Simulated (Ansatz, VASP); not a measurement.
# One calculation of Cs, two programs

```xyz
1
Lattice="-2.9608 2.9608 2.9608 2.9608 -2.9608 2.9608 2.9608 2.9608 -2.9608" Properties=species:S:1:pos:R:3 pbc="T T T"
Cs    0.0000    0.0000    0.0000
```

Change from the starting cell: volume scaled by 0.94, crystal datasets.

Alike in both runs: task electric field gradients; functional LDA; k mesh 9 × 9 × 9; occupations fermi-dirac, width 0.05 eV; no spin polarisation.

|  | VASP | Ansatz |
| --- | --- | --- |
| version | VASP 6.6.1 | Ansatz 0.2.0 |
| potentials or method | VASP PAW LDA potentials, release 64 (Cs_sv), cutoff 520 eV | all-electron PAW with datasets made for the crystal, scalar-relativistic |

|  | VASP | Ansatz | Ansatz less VASP |
| --- | --- | --- | --- |
| pressure (GPa) | -0.2 | -0.2 | +0.01 |
| Vzz of the field gradient on the site that differs most (V/Å²) | 0.0 | 0.0 | 0.00 |

Ansatz ran all-electron here, so the differences hold the error of VASP's frozen core and of both bases. Ansatz warned: «gradients_without_spin_orbit».

Spin-orbit coupling is left out, which matters for the levels of Cs.
